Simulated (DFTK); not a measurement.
# Si (Fd-3m) in DFTK: a series of runs

Aim: see how the results for Si move with the level of theory and the settings. Levels: r2SCAN, PBE. Tasks: equation of state, band structure.

All numbers are computed with DFTK 0.8.2; they aren't measurements. Logs are shortened: lines on timing, memory, paths and dates and some standing lists are left out, and cuts for length are marked.

## (1) Starting point

The structure is cubic, space group Fd-3m (No. 227). Conventional cell: a = 5.444 Å, b = 5.444 Å, c = 5.444 Å, α = 90.00°, β = 90.00°, γ = 90.00°. Around Si (site symmetry -43m) lie 4 Si at 2.36 Å.

## (2) Equation of state, r2SCAN

Input file run.jl:

```julia
using DFTK
using PseudoPotentialData
using Unitful, UnitfulAtomic
using LinearAlgebra, Printf
include("save.jl")
disable_threading()

lines     = readlines("POSCAR")
lattice   = austrip(1u"Å") * parse(Float64, lines[2]) * hcat([parse.(Float64, split(l)) for l in lines[3:5]]...)
symbols   = vcat([fill(Symbol(s), parse(Int, n)) for (s, n) in zip(split(lines[6]), split(lines[7]))]...)
positions = [parse.(Float64, split(l)[1:3]) for l in lines[9:8+length(symbols)]]
pseudopotentials = Dict(:Si => "Si.upf")
elements = Dict(s => ElementPsp(s, pseudopotentials; rcut=10.0) for s in unique(symbols))
atoms    = [elements[s] for s in symbols]

build_model(lattice, positions; symmetries=true) =
    model_DFT(lattice, atoms, positions;
              functionals=r2SCAN(),
              temperature=austrip(0.05u"eV"),
              smearing=Smearing.FermiDirac(),
              symmetries)
Ecut  = 45.0  # hartree
kgrid = [5, 5, 5]
tol   = 1e-6
to_GPa = ustrip(uconvert(u"GPa", 1u"hartree/bohr^3"))

results["points"] = []
for scale in [0.94, 0.96, 0.98, 1.0, 1.02, 1.04, 1.06]
    println("\n=== scale = ", scale)
    model = build_model(cbrt(scale) * lattice, positions)
    basis = PlaneWaveBasis(model; Ecut, kgrid)
    t0 = time()
    scfres = self_consistent_field(basis;
                                   tol,
                                   nbandsalg=AdaptiveBands(model; n_bands_converge=9),
                                   solver=ScfAndersonSolver())
    seconds = time() - t0
    @printf "SCF: %d iterations, %.1f s\n" scfres.n_iter seconds
    forces = compute_forces_cart(scfres)
    stress = compute_stresses_cart(scfres)
    @printf "V = %.5f Å^3  F = %.8f Ha  max force = %.5f eV/Å  p = %.4f GPa\n" ustrip(auconvert(u"Å^3", model.unit_cell_volume)) scfres.energies.total ustrip(auconvert(u"eV/Å", maximum(norm, forces))) (-tr(stress) / 3 * to_GPa)
    push!(results["points"], save_scf!(scfres; forces, stress, d=Dict{String,Any}("seconds" => seconds, "n_matvec" => get(scfres, :n_matvec, 0))))
end

# third-order Birch-Murnaghan fit in x = V^(-2/3)
V = [0.94, 0.96, 0.98, 1.0, 1.02, 1.04, 1.06] * abs(det(lattice))
E = [p["total"] for p in results["points"]]
x = V .^ (-2 / 3)
c = [x .^ 0 x x .^ 2 x .^ 3] \ E
Δ = c[3]^2 - 3c[2] * c[4]
if Δ > 0
    x0 = (-c[3] + sqrt(Δ)) / 3c[4]
    B0 = 4 / 9 * x0^(7 / 2) * (2c[3] + 6c[4] * x0)
    @printf "V0 = %.4f Å^3  B0 = %.2f GPa\n" ustrip(auconvert(u"Å^3", x0^(-3 / 2))) B0 * to_GPa
end
```

Input file POSCAR:

```
Si
1.0
    0.0000000000      2.7218511865      2.7218511865
    2.7218511865      0.0000000000      2.7218511865
    2.7218511865      2.7218511865      0.0000000000
Si
2
Direct
    0.5000000000      0.5000000000      0.5000000000
    0.7500000000      0.7500000000      0.7500000000
```

Potentials or basis: SG15 1.2 (PBE).

On the command line:

```console
> julia --threads=1 run.jl  # save.jl only writes the numbers to a file and isn't shown; printed stress counts tension as positive; times include loading and compiling
```

The program printed:

```text
=== scale = 0.94
n     Energy            log10(ΔE)   log10(Δρ)   log10(Δτ)   Diag   Δtime
---   ---------------   ---------   ---------   ---------   ----   ------
  1   -7.878001846628                   -0.95       -0.69    5.8    4.85s
  2   -7.880064343778       -2.69       -1.36       -1.21    1.0    3.13s
  3   -7.880466779266       -3.40       -1.93       -2.67    3.0    3.52s
  4   -7.880507268221       -4.39       -3.24       -3.21    2.1    3.13s
  5   -7.880510485547       -5.49       -3.79       -3.58    4.0    4.35s
  6   -7.880510497501       -7.92       -4.33       -4.68    2.2    3.18s
  7   -7.880510499339       -8.74       -4.88       -5.50    2.6    3.59s
  8   -7.880510499407      -10.16       -5.89       -5.99    2.6    3.38s
  9   -7.880510499414      -11.17       -6.32       -6.12    3.6    4.03s
SCF: 9 iterations, 34.2 s
V = 37.90976 Å^3  F = -7.88051050 Ha  max force = 0.00000 eV/Å  p = 7.7693 GPa

=== scale = 0.96
n     Energy            log10(ΔE)   log10(Δρ)   log10(Δτ)   Diag   Δtime
---   ---------------   ---------   ---------   ---------   ----   ------
  1   -7.879309049811                   -0.95       -0.70    5.8    4.55s
  2   -7.881284619974       -2.70       -1.36       -1.22    1.0    2.70s
  3   -7.881670013488       -3.41       -1.93       -2.68    3.1    3.40s
  4   -7.881709273660       -4.41       -3.21       -3.23    2.1    3.10s
  5   -7.881712411562       -5.50       -3.78       -3.58    4.0    4.27s
  6   -7.881712423873       -7.91       -4.31       -4.67    2.2    3.27s
  7   -7.881712425755       -8.73       -4.87       -5.43    2.5    3.61s
  8   -7.881712425846      -10.04       -5.89       -6.02    2.5    3.44s
  9   -7.881712425850      -11.35       -6.34       -6.13    3.6    4.07s
SCF: 9 iterations, 33.5 s
V = 38.71635 Å^3  F = -7.88171243 Ha  max force = 0.00000 eV/Å  p = 5.2637 GPa

=== scale = 0.98
n     Energy            log10(ΔE)   log10(Δρ)   log10(Δτ)   Diag   Δtime
---   ---------------   ---------   ---------   ---------   ----   ------
  1   -7.880166641488                   -0.96       -0.71    5.8    4.48s
  2   -7.882062081534       -2.72       -1.37       -1.23    1.0    2.56s
  3   -7.882432193381       -3.43       -1.93       -2.69    3.1    3.30s
  4   -7.882470494558       -4.42       -3.18       -3.23    2.1    2.96s
  5   -7.882473646210       -5.50       -3.77       -3.58    3.7    3.99s
  6   -7.882473660716       -7.84       -4.29       -4.64    2.2    3.16s
  7   -7.882473662428       -8.77       -4.90       -5.31    2.4    3.23s
  8   -7.882473662554       -9.90       -6.05       -5.79    2.7    3.39s
SCF: 8 iterations, 27.3 s
V = 39.52294 Å^3  F = -7.88247366 Ha  max force = 0.00000 eV/Å  p = 3.0015 GPa

=== scale = 1.0
n     Energy            log10(ΔE)   log10(Δρ)   log10(Δτ)   Diag   Δtime
---   ---------------   ---------   ---------   ---------   ----   ------
  1   -7.880583979719                   -0.96       -0.72    5.7    4.39s
  2   -7.882436438305       -2.73       -1.37       -1.24    1.0    2.51s
  3   -7.882796156482       -3.44       -1.93       -2.70    3.0    3.25s
  4   -7.882834103290       -4.42       -3.19       -3.23    2.0    2.28s
  5   -7.882837085938       -5.53       -3.80       -3.60    3.9    4.15s
  6   -7.882837099114       -7.88       -4.33       -4.66    2.3    3.19s
  7   -7.882837100516       -8.85       -4.93       -5.29    2.6    3.37s
  8   -7.882837100619       -9.99       -6.15       -5.77    2.8    3.54s
SCF: 8 iterations, 28.1 s
V = 40.32953 Å^3  F = -7.88283710 Ha  max force = 0.00000 eV/Å  p = 0.9598 GPa

=== scale = 1.02
n     Energy            log10(ΔE)   log10(Δρ)   log10(Δτ)   Diag   Δtime
---   ---------------   ---------   ---------   ---------   ----   ------
  1   -7.880694437432                   -0.97       -0.73    5.3    4.33s
  2   -7.882458117350       -2.75       -1.38       -1.25    1.0    2.56s
  3   -7.882801780467       -3.46       -1.94       -2.70    3.2    3.36s
  4   -7.882838398463       -4.44       -3.16       -3.24    2.2    2.92s
  5   -7.882841570356       -5.50       -3.80       -3.60    3.5    4.22s
  6   -7.882841583246       -7.89       -4.32       -4.65    2.3    3.13s
  7   -7.882841584762       -8.82       -4.92       -5.26    2.5    2.66s
  8   -7.882841584877       -9.94       -6.08       -5.78    2.6    3.34s
SCF: 8 iterations, 27.4 s
V = 41.13612 Å^3  F = -7.88284158 Ha  max force = 0.00000 eV/Å  p = -0.8823 GPa

=== scale = 1.04
n     Energy            log10(ΔE)   log10(Δρ)   log10(Δτ)   Diag   Δtime
---   ---------------   ---------   ---------   ---------   ----   ------
  1   -7.880517650994                   -0.98       -0.74    5.3    4.34s
  2   -7.882156703788       -2.79       -1.38       -1.26    1.0    2.56s
  3   -7.882483609972       -3.49       -1.94       -2.71    3.0    2.68s
  4   -7.882519193757       -4.45       -3.13       -3.25    2.3    2.93s
  5   -7.882522251644       -5.51       -3.74       -3.58    3.7    3.98s
  6   -7.882522267922       -7.79       -4.25       -4.62    2.6    3.27s
  7   -7.882522269711       -8.75       -4.89       -5.26    2.4    3.11s
  8   -7.882522269892       -9.74       -5.96       -5.66    2.6    3.38s
  9   -7.882522269897      -11.33       -6.33       -6.09    3.6    4.06s
SCF: 9 iterations, 31.2 s
V = 41.94271 Å^3  F = -7.88252227 Ha  max force = 0.00000 eV/Å  p = -2.5433 GPa

=== scale = 1.06
n     Energy            log10(ΔE)   log10(Δρ)   log10(Δτ)   Diag   Δtime
---   ---------------   ---------   ---------   ---------   ----   ------
  1   -7.879954457001                   -0.98       -0.74    5.3    4.34s
  2   -7.881554851583       -2.80       -1.38       -1.26    1.0    1.88s
  3   -7.881872840033       -3.50       -1.94       -2.71    2.6    3.14s
  4   -7.881907878635       -4.46       -3.13       -3.26    2.2    2.89s
  5   -7.881911048003       -5.50       -3.78       -3.60    3.8    4.03s
  6   -7.881911063016       -7.82       -4.29       -4.62    2.2    3.07s
  7   -7.881911064681       -8.78       -4.91       -5.23    2.4    3.18s
  8   -7.881911064825       -9.84       -6.02       -5.70    2.7    3.35s
SCF: 8 iterations, 26.8 s
V = 42.74930 Å^3  F = -7.88191106 Ha  max force = 0.00000 eV/Å  p = -4.0400 GPa
V0 = 40.7403 Å^3  B0 = 92.86 GPa
```

Wall time 7.3 min (1 thread of Intel Xeon 6975P-C (Granite Rapids), shared host); peak memory 1.5 GiB.

What came out:

* Equilibrium volume: 20.37 Å³/atom
* Bulk modulus: 93 GPa
* Pressure derivative of the bulk modulus: 4.2

Energy against volume, from the lowest point:
| volume (Å³/atom) | energy (meV/atom) |
| --- | --- |
| 18.955 | 31.72 |
| 19.358 | 15.36 |
| 19.761 | 5.01 |
| 20.165 | 0.06 |
| 20.568 | 0.00 |
| 20.971 | 4.34 |
| 21.375 | 12.66 |

Caveat: the k mesh is coarse (spacing up to 0.40 Å⁻¹), so the values aren't converged; the potentials were made for another functional, which shifts forces and pressure.

## (3) Band structure, r2SCAN

Input file run.jl:

```julia
using DFTK
using PseudoPotentialData
using Unitful, UnitfulAtomic
using LinearAlgebra, Printf
include("save.jl")
disable_threading()

lines     = readlines("POSCAR")
lattice   = austrip(1u"Å") * parse(Float64, lines[2]) * hcat([parse.(Float64, split(l)) for l in lines[3:5]]...)
symbols   = vcat([fill(Symbol(s), parse(Int, n)) for (s, n) in zip(split(lines[6]), split(lines[7]))]...)
positions = [parse.(Float64, split(l)[1:3]) for l in lines[9:8+length(symbols)]]
pseudopotentials = PseudoFamily("cp2k.nc.sr.pbe.v0_1.largecore.gth")
elements = Dict(s => ElementPsp(s, pseudopotentials) for s in unique(symbols))
atoms    = [elements[s] for s in symbols]

build_model(lattice, positions; symmetries=true) =
    model_DFT(lattice, atoms, positions;
              functionals=r2SCAN(),
              temperature=austrip(0.05u"eV"),
              smearing=Smearing.FermiDirac(),
              symmetries)
Ecut  = 37.0  # hartree
kgrid = [8, 8, 8]
tol   = 1e-6
to_GPa = ustrip(uconvert(u"GPa", 1u"hartree/bohr^3"))

model = build_model(lattice, positions)
basis = PlaneWaveBasis(model; Ecut, kgrid)
display(basis)
scfres = self_consistent_field(basis;
                               tol,
                               nbandsalg=AdaptiveBands(model; n_bands_converge=9))
display(scfres.energies)
@printf "Fermi level: %.6f eV\n" ustrip(auconvert(u"eV", something(scfres.εF, NaN)))
forces = compute_forces_cart(scfres)
println("Forces (eV/Å)")
for (s, f) in zip(symbols, forces)
    @printf "%-3s %12.6f %12.6f %12.6f\n" s ustrip.(auconvert.(u"eV/Å", f))...
end
stress = compute_stresses_cart(scfres)
println("Stress (GPa)")
display(round.(stress * to_GPa; digits=4))
println("Levels at the first k-point (eV): ", round.(ustrip.(auconvert.(u"eV", scfres.eigenvalues[1][1:scfres.n_bands_converge])); digits=4))
save_scf!(scfres; forces, stress)

points = Dict("G" => [0.0, 0.0, 0.0], "K" => [0.375, 0.375, 0.75], "L" => [0.5, 0.5, 0.5], "U" => [0.625, 0.25, 0.625], "W" => [0.5, 0.25, 0.75], "X" => [0.5, 0.0, 0.5])
segments = [("G", "X", 7), ("X", "W", 4), ("W", "K", 3), ("K", "G", 7), ("G", "L", 6), ("L", "U", 4), ("U", "W", 3), ("W", "L", 5), ("L", "K", 4), ("U", "X", 3)]
kcoords = vcat([[points[a] + t * (points[b] - points[a]) for t in range(0, 1, n)] for (a, b, n) in segments]...)
bands = compute_bands(scfres, ExplicitKpoints(kcoords); n_bands=11, tol=1e-5)
for (k, ε) in zip(bands.basis.kpoints, bands.eigenvalues)
    @printf "%d %8.4f %8.4f %8.4f " k.spin k.coordinate...
    println(join([@sprintf("%9.4f", e) for e in ustrip.(auconvert.(u"eV", ε .- scfres.εF))]))
end
results["band_energies"] = rows(bands.eigenvalues); results["band_kpoints"] = rows(kcoords)
```

POSCAR is that of step 2.

Potentials or basis: cp2k.nc.sr.pbe.v0_1.largecore.gth (PBE, GTH).

On the command line:

```console
> julia --threads=1 run.jl  # save.jl only writes the numbers to a file and isn't shown; printed stress counts tension as positive; times include loading and compiling
```

The program printed:

```text
PlaneWaveBasis discretization:

    Ecut                 : 37.0 Ha
    fft_size             : (48, 48, 48), 110592 total points
    kgrid                : MonkhorstPack([8, 8, 8])
    num.   red. kpoints  : 512
    num. irred. kpoints  : 29

    Discretized Model(mgga_x_r2scan+mgga_c_r2scan, 3D):
        lattice (in Bohr)    : [0         , 5.14355   , 5.14355   ]
                               [5.14355   , 0         , 5.14355   ]
                               [5.14355   , 5.14355   , 0         ]
        unit cell volume     : 272.16 Bohr³

        atoms                : Si₂
        pseudopot. family    : PseudoFamily("cp2k.nc.sr.pbe.v0_1.largecore.gth")

        num. electrons       : 8
        spin polarization    : none
        temperature          : 0.0018375 Ha
        smearing             : DFTK.Smearing.FermiDirac()

        terms                : Kinetic()
                               AtomicLocal()
                               AtomicNonlocal()
                               Ewald(nothing)
                               PspCorrection()
                               Hartree()
                               Xc(mgga_x_r2scan, mgga_c_r2scan)
                               Entropy()
n     Energy            log10(ΔE)   log10(Δρ)   log10(Δτ)   Diag   Δtime
---   ---------------   ---------   ---------   ---------   ----   ------
  1   -7.875674652693                   -0.71       -0.64    4.9    11.8s
  2   -7.877711087032       -2.69       -1.16       -2.38    1.0    5.80s
┌ Warning: Exchange-correlation term: the kinetic energy density τ is smaller than the von Weizsäcker kinetic energy density τ_W somewhere. This can lead to unphysical results. This can be caused by pseudopotentials without a non-linear core correction for τ, a too small Ecut value or an unphysical initial guess for τ. This message is only logged once.
└ @ DFTK xc.jl:436
  3   -7.878102987430       -3.41       -2.19       -2.48    2.7    7.84s
  4   -7.878177164205       -4.13       -3.06       -2.71    3.2    8.87s
  5   -7.878177818344       -6.18       -3.66       -4.01    3.3    8.24s
  6   -7.878177841924       -7.63       -4.44       -4.70    2.6    7.35s
  7   -7.878177843659       -8.76       -5.01       -5.20    3.1    8.72s
  8   -7.878177843690      -10.51       -5.77       -6.22    2.5    7.30s
  9   -7.878177843693      -11.49       -6.47       -6.52    3.2    8.25s
Energy breakdown (in Ha):
    Kinetic             3.1245793
    AtomicLocal         -2.1222961
    AtomicNonlocal      1.5658882
    Ewald               -8.3783295
    PspCorrection       -0.2084250
    Hartree             0.5543870
    Xc                  -2.4139816
    Entropy             -0.0000003

    total               -7.878177843693
Fermi level: 7.168803 eV
Forces (eV/Å)
Si     -0.000000     0.000000    -0.000000
Si      0.000000    -0.000000     0.000000
Stress (GPa)
3×3 StaticArraysCore.SMatrix{3, 3, Float64, 9} with indices SOneTo(3)×SOneTo(3):
 0.1039  0.0     0.0
 0.0     0.1039  0.0
 0.0     0.0     0.1039
Levels at the first k-point (eV): [-5.8055, 6.8022, 6.8022, 6.8022, 9.5262, 9.5262, 9.5262, 10.3013, 15.0294]
1   0.0000   0.0000   0.0000  -12.9743  -0.3666  -0.3666  -0.3666   2.3574   2.3574   2.3574   3.1325   7.8606   7.8606   8.1631
1   0.0833   0.0000   0.0833  -12.8473  -1.1062  -0.8218  -0.8218   2.0854   2.9721   2.9721   3.8123   7.0700   8.0036   8.6843
1   0.1667   0.0000   0.1667  -12.4680  -2.5342  -1.6294  -1.6294   1.5000   4.2045   4.2508   4.2508   6.6451   8.4321  10.0014
1   0.2500   0.0000   0.2500  -11.8425  -4.1017  -2.3673  -2.3673   0.9208   3.0425   5.7531   5.7531   8.1097   9.1453  11.7233
1   0.3333   0.0000   0.3333  -10.9818  -5.6808  -2.9259  -2.9259   0.5159   1.8629   7.3565   7.3565   9.9550  10.1413  13.4146
1   0.4167   0.0000   0.4167   -9.9034  -7.2099  -3.2701  -3.2701   0.3662   1.0115   9.0153   9.0153  11.4174  11.7491  12.7333
[... 38 lines left out ...]
1   0.5625   0.1250   0.5625   -8.7114  -8.4775  -4.0663  -3.2712   0.6493   1.6944   9.2390   9.6242   9.9659  10.2476  13.9813
1   0.5000   0.0000   0.5000   -8.6336  -8.6336  -3.3860  -3.3860   0.5196   0.5196  10.3439  10.3439  11.3737  11.3737  12.9693
```

Wall time 2.8 min (1 thread of Intel Xeon 6975P-C (Granite Rapids), shared host); peak memory 1.7 GiB.

Results:

| Property | Result |
| --- | --- |
| Free energy | -214.3761 eV |
| Pressure | -0.1 GPa |
| Band gap on the k mesh | 0.77 eV, indirect (least direct gap 2.72 eV) |
| Band gap along the path | 0.73 eV, indirect (least direct gap 2.72 eV) |

Levels at the corners of the path, in eV from the valence-band top:
```tsv
point	band 1	band 2	band 3	band 4	band 5	band 6	band 7	band 8
Γ	-12.61	0.00	0.00	0.00	2.72	2.72	2.72	3.50
X	-8.27	-8.27	-3.02	-3.02	0.89	0.89	10.71	10.71
W	-8.10	-8.10	-4.02	-4.02	4.62	4.62	5.32	5.32
K	-8.71	-7.64	-4.49	-2.57	1.39	4.45	7.93	8.53
Γ	-12.61	0.00	0.00	0.00	2.72	2.72	2.72	3.50
L	-10.18	-7.32	-1.28	-1.28	1.68	3.59	3.59	8.29
U	-8.71	-7.64	-4.49	-2.57	1.39	4.45	7.93	8.53
W	-8.10	-8.10	-4.02	-4.02	4.62	4.62	5.32	5.32
L	-10.18	-7.32	-1.28	-1.28	1.68	3.59	3.59	8.29
K	-8.71	-7.64	-4.49	-2.57	1.39	4.45	7.93	8.53
U	-8.71	-7.64	-4.49	-2.57	1.39	4.45	7.93	8.53
X	-8.27	-8.27	-3.02	-3.02	0.89	0.89	10.71	10.71
```

Caveat: GTH potentials come without recommended cutoffs, and this one wasn't checked for convergence; the program warned that the kinetic-energy density falls under its von Weizsäcker bound, which can give unphysical results; the potentials were made for another functional, which shifts forces and pressure.

(Continued in part 2 of 2.)
